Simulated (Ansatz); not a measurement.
Property card for Hf

The calculation used Ansatz, DFT PBEsol, scalar-relativistic, plane waves, PAW.

Cutoff 420 eV; k points 16×16×16 on the computed 1-atom cell (Γ-centred); Gaussian smearing, width 0.10 eV; no spin polarisation.

The structure is relaxed at this level of theory with its symmetry kept. This bcc form isn't the element's structure at ambient conditions.

```
Hf
1.0
    -1.74533    1.74533    1.74533
     1.74533   -1.74533    1.74533
     1.74533    1.74533   -1.74533
Hf
1
Direct
  0.00000 0.00000 0.00000
```

(1) Formation energy from the elements' standard states (uncorrected)?

(2) Density of states at the Fermi level?

(3) Löwdin character within 0.5 eV of the Fermi level?

(4) Bulk modulus?

(5) Its pressure derivative?

(6) Bader charges (e)?

Spin-orbit coupling is left out, which matters for the bands of heavy elements.

## Answers

(1) +0.163 eV/atom.

(2) 1.66 states/eV per cell.

(3) Hf 5d 87 %, unprojected 5 %.

(4) 108 GPa.

(5) 2.9.

(6) Hf (1 in the cell) 0.00.